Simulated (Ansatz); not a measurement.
# GaP (F-43m): the equilibrium volume

Aim: the volume at which the pressure of GaP (F-43m) vanishes.

Program: Ansatz 0.2.0. Level of theory: DFT PBEsol, scalar-relativistic, plane waves, PAW. These are calculated values, not measurements.

## Step 1: Starting point

The structure is cubic, space group F-43m (No. 216). Conventional cell: a = 5.469 Å, b = 5.469 Å, c = 5.469 Å, α = 90.00°, β = 90.00°, γ = 90.00°. Ga (site symmetry -43m) is surrounded by 4 P at 2.37 Å. P (site symmetry -43m) has 4 Ga at 2.37 Å as nearest neighbours.

Coordinates:

```cif
data_structure
_symmetry_space_group_name_H-M 'P 1'
_symmetry_Int_Tables_number 1
_cell_length_a 3.8669
_cell_length_b 3.8669
_cell_length_c 3.8669
_cell_angle_alpha 60.000
_cell_angle_beta 60.000
_cell_angle_gamma 60.000
_cell_volume 40.89
loop_
_atom_site_label
_atom_site_type_symbol
_atom_site_fract_x
_atom_site_fract_y
_atom_site_fract_z
_atom_site_occupancy
Ga1 Ga 0.00000 0.00000 0.00000 1
P1 P 0.75000 0.75000 0.75000 1
```

## Step 2: The first run

File input.yaml:

```yaml
crystal:
  lattice:
    - [0.0, 2.7343040532, 2.7343040532]
    - [2.7343040532, 0.0, 2.7343040532]
    - [2.7343040532, 2.7343040532, 0.0]
  atoms:
    - { symbol: Ga, position: [0.0, 0.0, 0.0] }
    - { symbol: P, position: [0.75, 0.75, 0.75] }
basis:
  ecutwfc: 420
  ecutrho_ratio: 4
kpoints:
  mp_grid: { grid: [10, 10, 10] }
hamiltonian:
  xc: pbesol
scf:
  occupations: { method: gaussian, width: 0.05 }
output:
  forces: true
  stress: true
  eigenvalues: true
```

Command:

```sh
$ ansatz run input.yaml --threads 8 --pin off --max-ram 15360MiB --backend cpu --events-out ev --progress --plain --runs-dir out
```

Log, shortened:

```text
Warning: RAYON_NUM_THREADS=8 ignored (pool sized by the plan → 8); use --threads N
[...]
Pseudopotentials: kind: paw
Pseudopotential: Ga, paw, valence charge 13, recommended cutoff 420 eV (normal), Ga.paw.azcp
Pseudopotential: P, paw, valence charge 5, recommended cutoff 420 eV (normal), P.paw.azcp
Functional definition: PBEsol
[...]
Crystal: 2 atoms, lattice volume = 40.886 Å³
Basis set: ecut = 420 eV, 821 PW (Γ), exchange–correlation on 54×54×54 points (8 copies of the dense FFT grid, shifted against one another)
Bands: 13, of which v1, the nominal top of the filled ones, is band 9 counted from 1 (8 counted from 0)
Symmetry: 24 space group operations
Space group: F-43m (ITA 216), of the structure as read, at distance tolerance 3.4e-5 Å
k-points: 47 of 1000 (time reversal used)
[...]
SCF iter   1: F=—  HF=-4484.059235 eV  |F-HF|=—  |Δ(HF+E_count)|=         —  Δρ=4.51e-3  dr2=1.37e-2  ethr=1.77e-3  ⟨swp⟩=6.3  Hψ=4049  notcnv=0
[...]
SCF iter   6: F=-4484.054099 eV  HF=-4484.054099 eV  |F-HF|=1.04e-8  |Δ(HF+E_count)|=   3.80e-7  Δρ=7.10e-6  dr2=1.17e-8  ethr=5.56e-10  ⟨swp⟩=7.1  Hψ=3247  notcnv=0
[...]
SCF converged after 6 iterations
Free energy (F): -4484.054099 eV
[...]
E sigma→0 (E₀):  -4484.054099 eV
Fermi energy:    7.616747 eV
[...]
--- Forces (eV/Å), atoms counted from 1 ---
  atom   1  Ga    -0.00000000     0.00000000    -0.00000000
  atom   2  P      0.00000000    -0.00000000    -0.00000000
[...]
--- Stress (GPa, compression-positive) ---
       -1.356000      -0.000000      -0.000000
       -0.000000      -1.356000       0.000000
       -0.000000       0.000000      -1.356000
  P = ⅓ Tr σ = -1.3560 GPa (-13.560 kbar)
--- Band table (eV; the first three rows and the last of 47) ---
  k-point 0: bands = ["-7.6675", "-7.6675", "-7.6675", "-7.5705", "-7.5705", "-5.5765", "6.8683", "6.8683", "6.8683", "8.5314", "10.6900", "10.6900", "10.6900"]
[...]
```

Wall time 0.42 s (8 threads of Intel Xeon Platinum 8488C (Sapphire Rapids), shared host); peak memory 0.43 GiB.

Result: volume 20.443 Å³/atom, pressure -1.36 GPa, mesh gap 1.50 eV.

## Step 3: Volume 20.258 Å³/atom

input.yaml: that of step 2 with these lines changed.

```diff
@@ -2,5 +2,5 @@
   lattice:
-    - [0.0, 2.7343040532, 2.7343040532]
-    - [2.7343040532, 0.0, 2.7343040532]
-    - [2.7343040532, 2.7343040532, 0.0]
+    - [0.0, 2.7260397285, 2.7260397285]
+    - [2.7260397285, 0.0, 2.7260397285]
+    - [2.7260397285, 2.7260397285, 0.0]
   atoms:
```

Command:

```sh
$ ansatz run input.yaml --threads 8 --pin off --max-ram 15360MiB --backend cpu --events-out ev --progress --plain --runs-dir out
```

Log, shortened:

```text
Warning: RAYON_NUM_THREADS=8 ignored (pool sized by the plan → 8); use --threads N
[...]
[... 4 set-up lines as earlier in the session ...]
[...]
Crystal: 2 atoms, lattice volume = 40.516 Å³
Basis set: ecut = 420 eV, 821 PW (Γ), exchange–correlation on 54×54×54 points (8 copies of the dense FFT grid, shifted against one another)
Bands: 13, of which v1, the nominal top of the filled ones, is band 9 counted from 1 (8 counted from 0)
[... 2 set-up lines as earlier in the session ...]
k-points: 47 of 1000 (time reversal used)
[...]
SCF iter   1: F=—  HF=-4484.061585 eV  |F-HF|=—  |Δ(HF+E_count)|=         —  Δρ=4.52e-3  dr2=1.35e-2  ethr=1.77e-3  ⟨swp⟩=6.3  Hψ=4051  notcnv=0
[...]
SCF iter   6: F=-4484.056407 eV  HF=-4484.056407 eV  |F-HF|=1.30e-8  |Δ(HF+E_count)|=   3.56e-7  Δρ=7.82e-6  dr2=1.38e-8  ethr=5.56e-10  ⟨swp⟩=7.1  Hψ=3247  notcnv=0
[...]
SCF converged after 6 iterations
Free energy (F): -4484.056407 eV
[...]
E sigma→0 (E₀):  -4484.056407 eV
Fermi energy:    7.723353 eV
[...]
--- Forces (eV/Å), atoms counted from 1 ---
  atom   1  Ga    -0.00000000     0.00000000     0.00000000
  atom   2  P      0.00000000     0.00000000     0.00000000
[...]
--- Stress (GPa, compression-positive) ---
       -0.625362       0.000000      -0.000000
        0.000000      -0.625362       0.000000
       -0.000000       0.000000      -0.625362
  P = ⅓ Tr σ = -0.6254 GPa (-6.254 kbar)
--- Band table (eV; the first three rows and the last of 47) ---
  k-point 0: bands = ["-7.5687", "-7.5687", "-7.5687", "-7.4689", "-7.4689", "-5.5306", "6.9824", "6.9824", "6.9824", "8.7195", "10.8018", "10.8018", "10.8018"]
[...]
```

Wall time 0.42 s (8 threads of Intel Xeon Platinum 8488C (Sapphire Rapids), shared host); peak memory 0.43 GiB.

This gives: volume 20.258 Å³/atom, pressure -0.63 GPa, gap on the mesh 1.48 eV.

## Step 4: Stepping to 20.107 Å³/atom

input.yaml: that of step 3 with these lines changed.

```diff
@@ -2,5 +2,5 @@
   lattice:
-    - [0.0, 2.7260397285, 2.7260397285]
-    - [2.7260397285, 0.0, 2.7260397285]
-    - [2.7260397285, 2.7260397285, 0.0]
+    - [0.0, 2.7192436855, 2.7192436855]
+    - [2.7192436855, 0.0, 2.7192436855]
+    - [2.7192436855, 2.7192436855, 0.0]
   atoms:
```

Command:

```sh
$ ansatz run input.yaml --threads 8 --pin off --max-ram 15360MiB --backend cpu --events-out ev --progress --plain --runs-dir out
```

Log, shortened:

```text
Warning: RAYON_NUM_THREADS=8 ignored (pool sized by the plan → 8); use --threads N
[...]
[... 4 set-up lines as earlier in the session ...]
[...]
Crystal: 2 atoms, lattice volume = 40.214 Å³
Basis set: ecut = 420 eV, 749 PW (Γ), exchange–correlation on 54×54×54 points (8 copies of the dense FFT grid, shifted against one another)
Bands: 13, of which v1, the nominal top of the filled ones, is band 9 counted from 1 (8 counted from 0)
[... 2 set-up lines as earlier in the session ...]
k-points: 47 of 1000 (time reversal used)
[...]
SCF iter   1: F=—  HF=-4484.062140 eV  |F-HF|=—  |Δ(HF+E_count)|=         —  Δρ=4.53e-3  dr2=1.33e-2  ethr=1.77e-3  ⟨swp⟩=6.3  Hψ=4060  notcnv=0
[...]
SCF iter   6: F=-4484.056980 eV  HF=-4484.056980 eV  |F-HF|=1.23e-8  |Δ(HF+E_count)|=   3.52e-7  Δρ=7.74e-6  dr2=1.26e-8  ethr=5.56e-10  ⟨swp⟩=7.1  Hψ=3249  notcnv=0
[...]
SCF converged after 6 iterations
Free energy (F): -4484.056980 eV
[...]
E sigma→0 (E₀):  -4484.056980 eV
Fermi energy:    7.812095 eV
[...]
--- Forces (eV/Å), atoms counted from 1 ---
  atom   1  Ga    -0.00000000     0.00000000     0.00000000
  atom   2  P      0.00000000    -0.00000000     0.00000000
[...]
--- Stress (GPa, compression-positive) ---
        0.000914       0.000000       0.000000
        0.000000       0.000914       0.000000
        0.000000       0.000000       0.000914
  P = ⅓ Tr σ = 0.0009 GPa (0.009 kbar)
--- Band table (eV; the first three rows and the last of 47) ---
  k-point 0: bands = ["-7.4867", "-7.4867", "-7.4867", "-7.3846", "-7.3846", "-5.4924", "7.0776", "7.0776", "7.0776", "8.8759", "10.8946", "10.8946", "10.8946"]
[...]
```

Run time: 0.42 s. Hardware: 8 threads of Intel Xeon Platinum 8488C (Sapphire Rapids), shared host; peak memory 0.43 GiB.

Result: volume 20.107 Å³/atom, pressure 0.00 GPa, gap on the mesh 1.47 eV.

## Step 5: Pressure against volume so far

```csv
step,level,mesh,relaxed,volume (Å³/atom),pressure (GPa)
2,PBEsol,10×10×10,nothing,20.443,-1.36
3,PBEsol,10×10×10,nothing,20.258,-0.63
4,PBEsol,10×10×10,nothing,20.107,0.00
```

How the cell compares, before and after:

| cell as typed | before | after | change |
| --- | --- | --- | --- |
| a (Å) | 3.867 | 3.846 | -0.6 % |
| b (Å) | 3.867 | 3.846 | -0.6 % |
| c (Å) | 3.867 | 3.846 | -0.6 % |
| volume (Å³/atom) | 20.443 | 20.107 | -1.6 % |
| shortest distance (Å) | 2.368 | 2.355 | -0.6 % |
| space group | F-43m | F-43m | same |

## Step 6: Summary of results

```
         quantity                                                                      value
           volume                                                             20.107 Å³/atom
         pressure                                                                   0.00 GPa
conventional cell  a = 5.438 Å, b = 5.438 Å, c = 5.438 Å, α = 90.00°, β = 90.00°, γ = 90.00°
  gap on the mesh                                                                    1.47 eV
```

Over the 3 runs shown the cell moved from 20.44 to 20.11 Å³/atom, a change of -1.6 %, where the pressure is zero within 0.01 GPa.

The gaps are Kohn-Sham values of a semilocal functional, not quasiparticle or optical gaps. Such gaps usually fall short of the measured ones.
